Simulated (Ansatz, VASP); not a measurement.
## Al: VASP beside Ansatz

```xyz
1
Lattice="2.5948 0.0000 0.0000 0.0000 2.5948 0.0000 0.0000 0.0000 2.5948" Properties=species:S:1:pos:R:3 pbc="T T T"
Al    0.0000    0.0000    0.0000
```

Alike in both runs: task relaxation of cell and atoms; functional PBEsol; k mesh 16 × 16 × 16; occupations fermi-dirac, width 0.08 eV; no spin polarisation.

|  | VASP | Ansatz |
| --- | --- | --- |
| version | VASP 6.6.1 | Ansatz 0.2.0 |
| potentials or method | VASP PAW PBE potentials, release 64 (Al) | PAW with Ansatz's default frozen-core files, scalar-relativistic |
| plane-wave cutoff (eV) | 600 | 420 |
| valence electrons in the cell | 3 | 3 |

Ansatz gave:

| Quantity | Value |
| --- | --- |
| relaxed volume (Å³/atom) | 19.72 |
| relaxed cell length with the largest relative difference (Å) | 2.702 |
| energy change over the relaxation (meV/atom) | -60 |

Q: Estimate VASP's values.

A: Relaxed volume (Å³/atom): 19.74; relaxed cell length with the largest relative difference (Å): 2.703; energy change over the relaxation (meV/atom): -61.

Caveats: the PAW data sets were made with another functional, which shifts forces and pressure a little (VASP).
